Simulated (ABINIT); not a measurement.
Runs of ABINIT 10.8.3 (patched build) on Zr. The structure is hexagonal, space group P6_3/mmc (No. 194). The conventional cell has a = 3.232 Å, b = 3.232 Å, c = 5.147 Å, α = 90.00°, β = 90.00°, γ = 120.00°. Zr (site symmetry -6m2) has 12 Zr at 3.18 to 3.23 Å as nearest neighbours. 

```csv
task,level,potentials or basis,cell,k mesh,cutoff (eV),smearing,bands in the sums,broadening (eV),scissor shift (eV),tensor components,cell freedom (optcell),mesh quality,gap on the mesh (eV),pressure (GPa),relaxed volume (Å³/atom)
optical spectrum,PBE,PseudoDojo NC SR PBE v0.5 stringent,as given,"16 × 16 × 8, shifted",789,cold (ABINIT) 0.136 eV,24,0.05,0,"[11, 33]",-,not flagged,-,0.1,-
optical spectrum,PBE,SPMS NC PBE v1.0,as given,"16 × 16 × 8, shifted",626,fermi-dirac 0.136 eV,24,0.15,0,"[11, 33]",-,not flagged,-,0.8,-
relaxation of cell and atoms,LDA,JTH PAW LDA v2.0,relaxed,7 × 7 × 4,463,fermi-dirac 0.05 eV,-,-,-,-,2,not flagged,none,0.0,21.82
relaxation of cell and atoms,PBE,PseudoDojo NC SR PBE v0.4.1 standard,relaxed,7 × 7 × 4,898,fermi-dirac 0.05 eV,-,-,-,-,2,not flagged,none,0.0,(b)
single point,PBE,PseudoDojo NC SR PBE v0.5 stringent,as given,7 × 7 × 4,789,fermi-dirac 0.05 eV,-,-,-,-,-,not flagged,none,0.2,-
positron lifetime,PBEsol,JTH PAW PBE v2.0,as given,6 × 6 × 4,435,fermi-dirac 0.2 eV,-,-,-,-,-,coarse,none,-3.3,-
single point,PBE,SPMS NC PBE v1.0,as given,7 × 7 × 4,626,fermi-dirac 0.05 eV,-,-,-,-,-,not flagged,none,(a),-
```

Alike in all rows: no spin polarisation.

Task: Estimate the missing entries.

Result: (a) 0.7; (b) 23.44.

Caveats: some runs use coarse meshes; the intraband (Drude) term is left out (some runs); spectra need much finer meshes, so this one isn't converged (some runs); the PAW basis is incomplete for the positron (some runs); the PAW data sets were made with another functional, which shifts forces and pressure a little (some runs).

A k mesh can miss the band edges, and the runs leave out spin-orbit coupling on Zr.

A gap of «none» marks a metal or a gap under the smearing width.

Not every run made on this cell is shown here.
